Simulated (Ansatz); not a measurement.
This cell of CsCl (CsCl type) is off equilibrium:

```
CELL_PARAMETERS angstrom
      8.41177     0.00000     0.00000
      4.20589     4.20589     0.00000
      0.00000     0.00000     4.20589
ATOMIC_POSITIONS crystal
  Cs 0.00000 0.00000 0.98415
  Cs 0.50000 0.00000 0.01585
  Cl 0.00000 0.50000 0.50000
  Cl 0.50000 0.50000 0.50000
```

All values below come from PBE (plane waves to 420 eV, PAW, scalar-relativistic; Ansatz, a first-principles code). k mesh 8×8×8 (Γ-centred), Fermi-Dirac smearing 0.05 eV. Compression counts positive. CsCl was relaxed with its symmetry unable to fall.

Task: Predict the force on every atom, in eV/Å.

Result: 
| atom | Fx | Fy | Fz |
|---|---|---|---|
| Cs1 | 0.000 | 0.000 | 0.018 |
| Cs2 | 0.000 | 0.000 | -0.018 |
| Cl3 | 0.000 | 0.000 | 0.000 |
| Cl4 | 0.000 | 0.000 | 0.000 |

(A displaced cell: forces are minus the slopes of the energy, force constants its curvatures, and phonons follow from these.)
